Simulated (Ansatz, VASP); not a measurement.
# MgO in VASP and in Ansatz

The input INCAR:

```
  PREC = Accurate
  ENCUT = 520
  EDIFF = 1E-6
  ISMEAR = 0
  SIGMA = 0.01
  LREAL = False
  LASPH = True
  NELM = 60
  ALGO = Normal
  ISIF = 2
  LWAVE = False
  LCHARG = True
  GGA = PE
  LELF = True
  LVHAR = True
  NBANDS = 16
```

KPOINTS

```
regular mesh
0
Gamma
  9 9 4
```

File POSCAR:

```
MgO
1.0
    3.3138559196      0.0000000000      0.0000000000
   -1.6569279599      2.8698834109      0.0000000000
    0.0000000000      0.0000000000      5.1241531402
Mg O
2 2
Direct
    0.3333333333      0.6666666667     -0.0083264846
    0.6666666667      0.3333333333      0.4916735154
    0.3333333333      0.6666666667      0.3833264846
    0.6666666667      0.3333333333      0.8833264846
```

Input for Ansatz:

```yaml
crystal:
  lattice:
    - [3.3138559196, 0.0, 0.0]
    - [-1.6569279599, 2.8698834109, 0.0]
    - [0.0, 0.0, 5.1241531402]
  atoms:
    - { symbol: Mg, position: [0.3333333333, 0.6666666667, -0.0083264846] }
    - { symbol: Mg, position: [0.6666666667, 0.3333333333, 0.4916735154] }
    - { symbol: O, position: [0.3333333333, 0.6666666667, 0.3833264846] }
    - { symbol: O, position: [0.6666666667, 0.3333333333, 0.8833264846] }
kpoints:
  mp_grid: { grid: [9, 9, 4] }
hamiltonian:
  xc: pbe
scf:
  occupations: { method: fixed }
  n_extra_bands: 5
output:
  forces: true
  stress: true
  eigenvalues: true
```

Alike in both runs: task single point; functional PBE; k mesh 9 × 9 × 4; no spin polarisation.

```csv
,VASP,Ansatz
version,VASP 6.6.1,Ansatz 0.2.0
potentials or method,"VASP PAW PBE potentials, release 64 (Mg, O)","plane waves, PAW"
plane-wave cutoff (eV),520,420
occupations,"gaussian, width 0.01 eV",fixed
valence electrons in the cell,16,32
```

```tsv
	VASP	Ansatz	Ansatz less VASP
gap on the k mesh at the Fermi level (eV)	3.40	3.41	+0.018
pressure (GPa)	-0.4	0.0	+0.40
```

The two sets of potentials don't hold the same shells in valence.
